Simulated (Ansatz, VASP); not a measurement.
## One calculation of B, two programs

```xyz
1
Lattice="0.0000 1.4331 1.4331 1.4331 0.0000 1.4331 1.4331 1.4331 0.0000" Properties=species:S:1:pos:R:3 pbc="T T T"
B     0.0000    0.0000    0.0000
```

Alike in both runs: task single point; functional PBE; k mesh 21 × 21 × 21; occupations fermi-dirac, width 0.1 eV; no spin polarisation.

```csv
,VASP,Ansatz
version,VASP 6.6.1,Ansatz 0.2.0
potentials or method,"VASP PAW PBE potentials, release 64 (B)","plane waves (420 eV) with PAW, scalar-relativistic"
plane-wave cutoff (eV),520,420
valence electrons in the cell,3,3
```

|  | VASP | Ansatz | Ansatz less VASP |
| --- | --- | --- | --- |
| pressure (GPa) | 0.1 | 0.1 | -0.03 |
